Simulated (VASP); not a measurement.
The system is CdTe.

```
Te Cd
1.0
     0.00000    3.20500    3.20500
     3.20500    0.00000    3.20500
     3.20500    3.20500    0.00000
Te Cd
1 1
Cartesian
  4.8075 4.8075 4.8075
  0.0000 0.0000 0.0000
```

| Item | Value |
| --- | --- |
| Program | VASP 6.6.1 |
| Task | relaxation of cell and atoms |
| Functional | BLYP |
| Dispersion | D4 |
| Potentials or basis | VASP PAW PBE potentials, release 64 (Te, Cd) |
| Cutoff | 600 eV |
| k mesh | 7 × 7 × 7 |
| Occupations | fermi-dirac, width 0.05 eV |
| Spin | no spin polarisation |

At the start: pressure 3.2 GPa; volume 32.92 Å³/atom.

Problem. How do energy, volume and symmetry change on relaxing?

Solution. Over 3 steps the energy falls by 22.8 meV/atom and the volume is 35.35 Å³/atom (+7.4 %); space group F-43m (No. 216, to 0.05 Å).

The path:
```tsv
step	energy change (eV)	largest force (eV/Å)	pressure (GPa)	volume (Å³)
1	0.0000	0.0000	3.22	65.84
2	-0.0411	0.0000	-0.81	72.36
3	-0.0455	0.0000	0.01	70.69
```

Final structure:
```
CELL_PARAMETERS angstrom
0.00000 3.28180 3.28180
3.28180 0.00000 3.28180
3.28180 3.28180 0.00000
ATOMIC_POSITIONS crystal
Te 0.75000 0.75000 0.75000
Cd 0.00000 0.00000 0.00000
```

Caveat: the PAW data sets were made with another functional, which shifts forces and pressure a little.
